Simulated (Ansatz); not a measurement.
**Sb in Ansatz: the effect of functional**

Sb:

```
Sb
1.0
     3.35453    0.00000    0.00000
    -1.67727    2.90511    0.00000
     0.00000    0.00000    5.47016
Sb
2
Direct
  0.66667 0.33333 0.75000
  0.33333 0.66667 0.25000
```

This isn't the form of Sb at room conditions, which is rhombohedral.

Alike in all runs:

* Program: Ansatz 0.2.0
* Task: projected density of states
* Potentials or basis: Ansatz PAW
* k mesh: 5 × 5 × 3
* Occupations: fermi-dirac, width 0.05 eV
* Spin: no spin polarisation

Q: One run gave: pressure -3.7 GPa. Which functional did it use?
A. PBEsol
B. PBE0
C. r2SCAN
D. r2SCAN0
E. LDA

A: E.

| functional | cutoff | pressure (GPa) |
| --- | --- | --- |
| LDA | 420 eV (not typed: the program's choice for these potentials) | -3.7 |
| PBEsol | 420 eV (not typed: the program's choice for these potentials) | -2.5 |
| r2SCAN | 500 eV (not typed: the program's choice for these potentials) | -0.3 |
| HSE06 | 420 eV (not typed: the program's choice for these potentials) | -1.8 |
| PBE0 | 420 eV (not typed: the program's choice for these potentials) | -2.1 |
| r2SCAN0 | 500 eV (not typed: the program's choice for these potentials) | -2.4 |

Caveats: all runs use coarse meshes; the PAW data sets come from PBE, with cores solved anew for the run's functional, which leaves a small shift of forces and pressure; the density of states is complete only up to the lowest level of the last band computed; the thresholds are loose for stress (some runs).
